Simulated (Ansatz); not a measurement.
Input and output of a relaxation of cell and atoms on MgTe built on the zincblende prototype (Ansatz, r2SCAN). The starting cell comes from a relaxation with PBE.

Input (YAML):
```yaml
crystal:
  lattice:
    - [0.0, 3.2543925684, 3.2543925684]
    - [3.2543925684, 0.0, 3.2543925684]
    - [3.2543925684, 3.2543925684, 0.0]
  atoms:
    - { symbol: Mg, position: [0.0, 0.0, 0.0] }
    - { symbol: Te, position: [0.25, 0.25, 0.25] }
kpoints:
  mp_grid: { grid: [6, 6, 6] }
hamiltonian:
  xc: r2scan
scf:
  occupations: { method: fermi_dirac, width: 0.02 }
relax:
  f_tol: 0.005
  cell: {}
```

Command: `ansatz run input.yaml --threads 2 --pin off --max-ram 2211MiB --backend cpu --events-out ev --progress --plain --runs-dir out`. Wall time 7.6 s on 2 threads of Arm Neoverse V2 (shared host); peak host memory 0.51 GiB.

The output, standing remarks left out:
```
Functional definition: r2SCAN
Crystal: 2 atoms, lattice volume = 68.935 Å³
Basis set: ecut = 500 eV, 1807 PW (Γ)
Bands: 17, of which v1, the nominal top of the filled ones, is band 13 counted from 1 (12 counted from 0)
Symmetry: 24 space group operations
Space group: F-43m (ITA 216)
k-points: 16 of 216 (time reversal used)
SCF iter   1: HF=-8923.326873 eV  Δρ=4.55e-3  dr2=6.96e-3
SCF iter   2: HF=-8923.345743 eV  Δρ=1.73e-3  dr2=1.90e-3
SCF iter   3: HF=-8923.346088 eV  Δρ=3.91e-4  dr2=1.03e-4
SCF iter   4: HF=-8923.346077 eV  Δρ=1.23e-4  dr2=4.36e-6
SCF iter   5: HF=-8923.346081 eV  Δρ=2.30e-5  dr2=3.27e-7
SCF iter   6: HF=-8923.346081 eV  Δρ=3.72e-6  dr2=1.40e-8
SCF 1 converged in 6 iterations: F = -8923.346081 eV  dr2 = 1.40e-8
relax step 1: F+E_penalty+E_count = -8923.34608130 eV  P = -0.715 GPa  Ω = 68.935 Å³
SCF 2 converged in 5 iterations: F = -8923.349066 eV  dr2 = 9.58e-9
relax step 2: F+E_penalty+E_count = -8923.34906555 eV  P = +0.218 GPa  Ω = 67.193 Å³
SCF 3 converged in 4 iterations: F = -8923.349287 eV  dr2 = 1.15e-8
relax step 3: F+E_penalty+E_count = -8923.34928703 eV  P = -0.007 GPa  Ω = 67.591 Å³
SCF 4 converged in 4 iterations: F = -8923.349152 eV  dr2 = 1.22e-11
relax step 4: F+E_penalty+E_count = -8923.34915212 eV  P = -0.007 GPa  Ω = 67.591 Å³  (SCF on a basis re-selected at this cell)
SCF converged after 4 iterations
Free energy (F): -8923.349152 eV
Fermi energy:    5.599634 eV
--- Forces (eV/Å), atoms counted from 1 ---
  atom   1  Mg      0.00000      0.00000      0.00000
  atom   2  Te      0.00000      0.00000      0.00000
--- Stress (GPa, compression-positive) ---
       -0.007127       0.000000       0.000000
        0.000000      -0.007127       0.000000
        0.000000       0.000000      -0.007127
  P = ⅓ Tr σ = -0.0071 GPa (-0.071 kbar)
--- Relaxed structure (3 steps of the walk, 3 accepted, 1 SCFs on fresh bases) ---
  F+E_penalty+E_count = -8923.34915212 eV
  cell:  # Å, volume = 67.5915 Å³
    - [0.000000, 3.233112, 3.233112]
    - [3.233112, 0.000000, 3.233112]
    - [3.233112, 3.233112, 0.000000]
  atoms:
    - { symbol: Mg, position: [0.000000, 0.000000, 0.000000] }
    - { symbol: Te, position: [0.250000, 0.250000, 0.250000] }
```

In 3 steps the volume changed by -1.9 %; between the first SCF and the last, each on a basis chosen for its cell, the energy fell by 1.5 meV an atom. At the end: space group F-43m (No. 216), cubic; a = 6.466 Å in the conventional setting, 33.80 Å³ an atom. Mg is surrounded by 4 Te at 2.80 Å; Te is surrounded by 4 Mg at 2.80 Å.

No spin polarisation and no zero-point or thermal motion; the cell was built from a prototype and may be hypothetical.
